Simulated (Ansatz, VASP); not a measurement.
# H in VASP and in Ansatz

The input INCAR:

```
SYSTEM = H
PREC = Accurate
ENCUT = 520
EDIFF = 1E-6
ISMEAR = 0
SIGMA = 0.05
LREAL = .FALSE.
LASPH = .TRUE.
NELM = 60
ALGO = Normal
ISIF = 2
LWAVE = .FALSE.
LCHARG = .FALSE.
GGA = PE
NBANDS = 10
```

Contents of KPOINTS:

```
regular mesh
0
G
  9 9 6
  0 0 0
```

File POSCAR:

```
H
1.0
    3.8401304226      0.0000000000      0.0000000000
   -1.9200652113      3.3256504998      0.0000000000
    0.0000000000      0.0000000000      4.7943284725
H
4
Direct
    0.3333333333      0.6666666667      0.1764958800
    0.6666666667      0.3333333333      0.6764958800
    0.6666666667      0.3333333333      0.8235041200
    0.3333333333      0.6666666667      0.3235041200
```

Input for Ansatz:

```yaml
crystal:
  lattice:
    - [3.8401304226, 0.0, 0.0]
    - [-1.9200652113, 3.3256504998, 0.0]
    - [0.0, 0.0, 4.7943284725]
  atoms:
    - { symbol: H, position: [0.3333333333, 0.6666666667, 0.17649588] }
    - { symbol: H, position: [0.6666666667, 0.3333333333, 0.67649588] }
    - { symbol: H, position: [0.6666666667, 0.3333333333, 0.82350412] }
    - { symbol: H, position: [0.3333333333, 0.6666666667, 0.32350412] }
basis:
  ecutwfc: 420
kpoints:
  mp_grid: { grid: [9, 9, 6] }
hamiltonian:
  xc: pbe
scf:
  occupations: { method: gaussian, width: 0.05 }
output:
  forces: true
  stress: true
  eigenvalues: true
```

Change from the starting cell: strain +0.000 along x and y, -0.050 along z, atoms carried along.

Alike in both runs: task single point; functional PBE; k mesh 9 × 9 × 6; occupations gaussian, width 0.05 eV; no spin polarisation.

|  | VASP | Ansatz |
| --- | --- | --- |
| version | VASP 6.6.1 | Ansatz 0.2.0 |
| potentials or method | VASP PAW PBE potentials, release 64 (H) | scalar-relativistic, plane waves, PAW |
| plane-wave cutoff (eV) | 520 | 420 |
| valence electrons in the cell | 4 | 4 |

|  | VASP | Ansatz | Ansatz less VASP |
| --- | --- | --- | --- |
| gap on the k mesh at the Fermi level (eV) | 10.01 | 10.00 | -0.002 |
| least direct gap on the mesh (eV) | 10.01 | 10.00 | -0.002 |
| pressure (GPa) | 2.1 | 2.3 | +0.18 |
| largest component of the traceless stress (GPa) | 4.47 | 4.54 | +0.065 |
| rms of the force components (eV/Å) | 1.050 | 1.058 | +0.0075 |

Atom by atom the forces differ by 0.007 eV/Å (rms over components).

Caveats: an odd mesh through Γ misses points on the zone boundary, where band edges often lie; forces of over 1 eV/Å show positions far from the minimum, so gaps and moduli don't describe the material at rest.
